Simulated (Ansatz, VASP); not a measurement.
SiO2 in VASP and in Ansatz

```
Si O
1.0
    -2.31705    2.31705    3.62018
     2.31705   -2.31705    3.62018
     2.31705    2.31705   -3.62018
Si O
2 4
Direct
  0.00000 0.00000 0.00000
  0.75000 0.25000 0.50000
  0.37500 0.26537 0.39037
  0.01537 0.62500 0.89037
  0.73463 0.12500 0.10963
  0.87500 0.98463 0.60963
```

Alike in both runs: functional LDA; k mesh 6 × 6 × 6; occupations gaussian, width 0.02 eV; no spin polarisation.

Ansatz relaxed the structure, and its values are those at the end. VASP's run is a single point on that final structure, the one shown.

|  | VASP | Ansatz |
| --- | --- | --- |
| version | VASP 6.6.1 | Ansatz 0.2.0 |
| potentials or method | VASP PAW LDA potentials, release 64 (Si, O) | scalar-relativistic, plane waves, PAW |
| plane-wave cutoff (eV) | 520 | 420 |
| valence electrons in the cell | 32 | 32 |

|  | VASP | Ansatz | Ansatz less VASP |
| --- | --- | --- | --- |
| gap on the k mesh at the Fermi level (eV) | 6.23 | 6.23 | 0.000 |
| least direct gap on the mesh (eV) | 6.23 | 6.23 | 0.000 |
| pressure (GPa) | 3.7 | 3.0 | -0.73 |
| rms of the force components (eV/Å) | 0.022 | 0.000 | -0.0220 |

A k mesh can miss the band edges. LDA gaps usually lie below the measured ones, often by a third to a half.
